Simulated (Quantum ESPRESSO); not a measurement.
Runs of Quantum ESPRESSO 7.5 on Al. Symmetry: P6_3/mmc, No. 194, hexagonal system. The conventional cell has a = 2.812 Å, b = 2.812 Å, c = 4.867 Å, α = 90.00°, β = 90.00°, γ = 120.00°. Al (site symmetry -6m2) has 12 Al at 2.81 to 2.93 Å as nearest neighbours. This isn't the form of Al at room conditions, which is fcc.

```tsv
task	level	potentials or basis	cell	k mesh	cutoff (eV)	SCF threshold	symmetry	form of the LDA correlation	gap on the mesh (eV)	pressure (GPa)	V0 of scaled cells (Å³/atom)	B0 (GPa)
single point	PBEsol	GBRV 1.5 PBEsol	as given	11 × 11 × 6	612	4e-10 Ry	-	-	none	-1.4	-	-
equation of state	r2SCAN	SG15 PBE 1.2	as given	8 × 8 × 4	1020	1e-08 Ry	off	-	-	-	16.25	(b)
single point	PBEsol	GBRV 1.5 PBEsol	atoms moved at random, drawn with an rms of 0.05 Å	11 × 11 × 6	612	4e-10 Ry	-	-	none	-1.3	-	-
equation of state	PBEsol	GBRV 1.5 PBEsol	as given	11 × 11 × 6	612	4e-10 Ry	-	-	-	-	(a)	80
equation of state	LDA	GBRV 1.5 LDA	as given	11 × 11 × 6	612	4e-10 Ry	-	PZ81	-	-	16.01	82
```

Alike in all rows: no spin polarisation; smearing fermi-dirac 0.05 eV.

Task: Fill in the values left out.

Result: (a) 16.37; (b) 90.

Caveats: the cell was scaled at fixed shape and fractional positions, which overstates the stiffness of a crystal with free parameters, most of all of layers and chains (some runs); the potentials were made for another functional, which shifts forces and pressure (some runs).

A gap of «none» marks a metal or a gap under the smearing width.
